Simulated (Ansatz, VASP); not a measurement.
**One calculation of GaAs, two programs**

INCAR

```
  PREC = Accurate
  ENCUT = 520
  EDIFF = 1E-7
  ISMEAR = 0
  SIGMA = 0.01
  LREAL = F
  LASPH = T
  NELM = 80
  ALGO = Normal
  ISIF = 2
  LWAVE = F
  LCHARG = F
  GGA = CA
  NBANDS = 16
```

The input KPOINTS:

```
regular mesh
0
Gamma
  8 8 8
```

POSCAR

```
GaAs
1.0
    0.0000000000      2.8330850794      2.8330850794
    2.8330850794      0.0000000000      2.8330850794
    2.8330850794      2.8330850794      0.0000000000
Ga As
1 1
Direct
    0.0000000000      0.0000000000      0.0000000000
    0.2500000000      0.2500000000      0.2500000000
```

Input for Ansatz:

```yaml
crystal:
  lattice:
    - [0.0, 2.8330850794, 2.8330850794]
    - [2.8330850794, 0.0, 2.8330850794]
    - [2.8330850794, 2.8330850794, 0.0]
  atoms:
    - { symbol: Ga, position: [0.0, 0.0, 0.0] }
    - { symbol: As, position: [0.25, 0.25, 0.25] }
kpoints:
  mp_grid: { grid: [8, 8, 8] }
  band_path:
    path:
      - [0.0, 0.0, 0.0]
      - [-0.5, -0.5, 0.0]
      - [-0.375, -0.375, 0.25]
      - [-0.375, 0.0, 0.375]
      - [0.0, 0.0, 0.5]
      - [-0.5, -0.25, 0.25]
    npoints: 1
hamiltonian:
  xc: lda
scf:
  occupations: { method: fixed }
  n_extra_bands: 4
output:
  forces: true
  stress: true
  eigenvalues: true
```

Alike in both runs: task single point; functional LDA; k mesh 8 × 8 × 8; no spin polarisation.

|  | VASP | Ansatz |
| --- | --- | --- |
| version | VASP 6.6.1 | Ansatz 0.2.0 |
| potentials or method | VASP PAW LDA potentials, release 64 (Ga_d, As) | plane waves, PAW |
| plane-wave cutoff (eV) | 520 | 420 |
| occupations | gaussian, width 0.01 eV | fixed |
| valence electrons in the cell | 18 | 28 |

VASP gave:

* gap on the k mesh at the Fermi level (eV): 0.28
* pressure (GPa): -2.1

Question: Which values does Ansatz return?

Answer: gap on the k mesh at the Fermi level (eV): 0.23; pressure (GPa): -2.3.

The two sets of potentials don't hold the same shells in valence.
